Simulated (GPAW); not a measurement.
Write an ASE script for GPAW 26.7.0 that does the following.

```
Task                : equation of state
Functional          : WC
Potentials or basis : PAW data sets generated in the run's folder for this functional
Cutoff              : 600 eV
Basis               : pw
k mesh              : 11 × 11 × 11
Occupations         : fermi-dirac, width 0.05 eV
Spin                : no spin polarisation
Maxiter             : 150
Eos scales          : [0.94, 0.96, 0.98, 1.0, 1.02, 1.04, 1.06]
```

The structure of Ag lies in POSCAR:

```
Ag
1.0
    0.0000000000      2.0427500000      2.0427500000
    2.0427500000      0.0000000000      2.0427500000
    2.0427500000      2.0427500000      0.0000000000
Ag
1
Direct
    0.0000000000      0.0000000000      0.0000000000
```

These files were run (other wordings do the same):

run.py

```python
from ase.eos import EquationOfState
from ase.io import Trajectory, read
from ase.units import GPa
from gpaw import GPAW, PW, setup_paths

setup_paths.insert(0, '.')

atoms = read('POSCAR')

traj = Trajectory('eos.traj', 'w')
volumes, energies = [], []
for x in [0.94, 0.96, 0.98, 1.0, 1.02, 1.04, 1.06]:
    a = atoms.copy()
    a.set_cell(atoms.cell * x**(1 / 3), scale_atoms=True)
    calc = GPAW(mode=PW(600),
                xc='WC',
                kpts={'size': (11, 11, 11), 'gamma': True},
                occupations={'name': 'fermi-dirac', 'width': 0.05},
                nbands=18,
                convergence={'density': 1e-05, 'energy': 1e-05},
                maxiter=150,
                txt=f'eos-{x:.2f}.txt')
    a.calc = calc
    energies.append(a.get_potential_energy(force_consistent=True))
    volumes.append(a.get_volume())
    p = -a.get_stress()[:3].mean() / GPa
    calc.write(f'eos-{x:.2f}.gpw')
    traj.write(a)
    print(f'{x:.2f} {volumes[-1]:10.4f} A^3 {energies[-1]:14.6f} eV {p:9.3f} GPa', flush=True)

v0, e0, B = EquationOfState(volumes, energies, eos='birchmurnaghan').fit()
print(f'V0 = {v0:.4f} A^3, E0 = {e0:.6f} eV, B0 = {B / GPa:.2f} GPa')
```

Potentials or basis: PAW data sets generated in the run's folder for this functional, pw.

Command:

```bash
$ gpaw-setup -f WC Ag
$ OMP_NUM_THREADS=1 python run.py
```

Results of the run:

```yaml
Equilibrium_volume: 16.71 Å³/atom
Bulk_modulus: 119 GPa
Pressure_derivative_of_the_bulk_modulus: 5.9
```

It took 63 s on 1 thread of Intel(R) Xeon(R) Platinum 8488C (Sapphire Rapids), on a shared host, peak memory 0.22 GiB.
